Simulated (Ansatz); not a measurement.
# Ta: energy less free atoms and pressure against volume per atom

Periodic Kohn-Sham DFT of a crystal at fixed atoms; pressure and stress are positive in compression; the energy is the free energy less that of spherical unpolarised free atoms; site moments are those in the method's own spheres, positive along +z. The results are calculated, by Ansatz 0.2.0.

Cell of the first row (space group Im-3m, No. 229):
```
CELL_PARAMETERS angstrom
-1.61760 1.61760 1.61760
1.61760 -1.61760 1.61760
1.61760 1.61760 -1.61760
ATOMIC_POSITIONS crystal
Ta 0.00000 0.00000 0.00000
```

Settings of every row: method all-electron LAPW; functional PBE; relativity scalar; k mesh 17x17x17; filling fermi-dirac; smearing width 0.08 eV; basis error target 0.5 meV/atom; nucleus gaussian.

Atom start moment: 0 on all atoms.

Limits: no spin-orbit coupling on heavy atoms.

```csv
row,volume per atom (Å³),energy less free atoms (eV/atom),pressure (GPa)
1,16.93,-9.6813,17.371
2,16.939,-9.6823,17.234
3,17.29,?,?
4,17.47,-9.7267,9.696
5,17.65,-9.7362,7.376
6,18.01,-9.7479,3.059
7,18.19,-9.7502,1.053
8,18.371,-9.7503,-0.859
9,18.551,-9.7483,-2.681
10,18.731,-9.7443,-4.417
11,19.091,-9.7307,-7.651
```

Question: what energy less free atoms and pressure should row 3 give?

Worked fit of energy less free atoms. Take u = (V_r/V)^(2/3) − 1 with V_r = 18.1 Å³ an atom, which is twice the finite (Eulerian) strain; such expansions in the strain, on which the Birch-Murnaghan equation of state is built, carry the rest volume and the bulk modulus. The shown rows have u = 0.04556, 0.04519, 0.0239, 0.01693, 0.00333, -0.0033, -0.00986, -0.01627, -0.02259, -0.03491. Least squares give energy less free atoms = −9.74933 + 0.3459 × u + 25.177 × u² eV/atom; a straight line predicts inner rows, each left out in turn, worse (root mean square 0.016 against 3e-05 eV/atom). The rows lie off it by 0.0000, 0.0000, 0.0000, 0.0001, 0.0000, 0.0000, 0.0000, 0.0000, 0.0000, 0.0000. Its lowest point lies at u = -0.0069, or V = 18.29 Å³ an atom, and the curvature there gives the bulk modulus at fixed shape and fractions, B = (4/9)(1 + u)² E″(u)/V = 193 GPa. The withheld row has u = 0.03099, so the fit gives −9.74933 + 0.3459 × (0.03099) + 25.177 × (0.03099)² = -9.7144 eV/atom.

The calculation gave -9.7144 eV/atom. The fit meets it to the printed digit.

Worked fit of pressure. Take u = (V_r/V)^(2/3) − 1 with V_r = 18.1 Å³ an atom, which is twice the finite (Eulerian) strain; such expansions in the strain, on which the Birch-Murnaghan equation of state is built, carry the rest volume and the bulk modulus. The shown rows have u = 0.04556, 0.04519, 0.0239, 0.01693, 0.00333, -0.0033, -0.00986, -0.01627, -0.02259, -0.03491. Least squares give pressure = 2.0479 + 302.304 × u + 721.85 × u² + 554 × u³ GPa; a parabola predicts inner rows, each left out in turn, worse (root mean square 0.0092 against 0.0042 GPa). The rows lie off it by -0.001, 0.000, 0.003, 0.001, -0.004, -0.005, 0.004, 0.001, 0.002, -0.002 (root mean square 0.0028 GPa). The pressure vanishes at u = -0.0069, or V = 18.29 Å³ an atom, and there the bulk modulus at fixed shape and fractions is B = −V dP/dV = (2/3)(1 + u) dP/du = 194 GPa. The withheld row has u = 0.03099, so the fit gives 2.0479 + 302.304 × (0.03099) + 721.85 × (0.03099)² + 554 × (0.03099)³ = 12.126 GPa.

The calculation gave 12.132 GPa. The fit lies 0.006 GPa (0.024 % of the column's range) below it; its largest miss of a shown row is 0.005 GPa.
